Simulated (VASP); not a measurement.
A run of VASP 6.6.1 is set up as follows.

Contents of INCAR:

```
PREC = Accurate
ENCUT = 600
EDIFF = 1E-7
ISMEAR = 0
SIGMA = 0.03
LREAL = F
LASPH = T
NELM = 80
ALGO = Normal
ISIF = 4
LWAVE = F
LCHARG = F
METAGGA = R2SCAN
LMIXTAU = T
IBRION = 2
NSW = 40
EDIFFG = -0.01
KPAR = 2
```

Contents of KPOINTS:

```
regular mesh
0
Gamma
  12 12 12
```

POSCAR

```
CO2                                     
1.0
   -1.9312935014      1.9312935014      2.9294200587
    1.9312935014     -1.9312935014      2.9294200587
    1.9312935014      1.9312935014     -2.9294200587
  C               O             
     2     4
Direct
     1.0000000000000000    0.0000000000000000    1.0000000000000000
     0.7500000000000000    0.2500000000000000    0.5000000000000000
     0.3750000000000000    0.2930168707317625    0.4180168707317625
     0.7069831292682375    0.1250000000000000    0.0819831292682376
     0.8750000000000000    0.9569831292682375    0.5819831292682375
     0.0430168707317624    0.6250000000000000    0.9180168707317625
```

Potentials or basis: VASP PAW PBE potentials, release 64 (C, O).

Command:

```bash
$ cat potpaw_PBE.64/C/POTCAR potpaw_PBE.64/O/POTCAR > POTCAR
$ mpirun -np 2 vasp_std > vasp.out
```

Task: Predict the energy gained by relaxing.

Result: 5.5 meV/atom.

Task: Predict the band gap on the k mesh.

Result: 8.48 eV, indirect (least direct gap 8.81 eV).

The path:
| step | energy change (eV) | largest force (eV/Å) | pressure (GPa) |
| --- | --- | --- | --- |
| 1 | 0.0000 | 0.6336 | 12.67 |
| 2 | -0.0257 | 0.2073 | 5.62 |
| 3 | -0.0290 | 0.0072 | 7.36 |
| 4 | -0.0309 | 0.0062 | 7.19 |
| 5 | -0.0329 | 0.0035 | 6.64 |
| 6 | -0.0329 | 0.0040 | 6.73 |

Caveat: the PAW data sets were made with another functional, which shifts forces and pressure a little. A k mesh can miss the band edges.
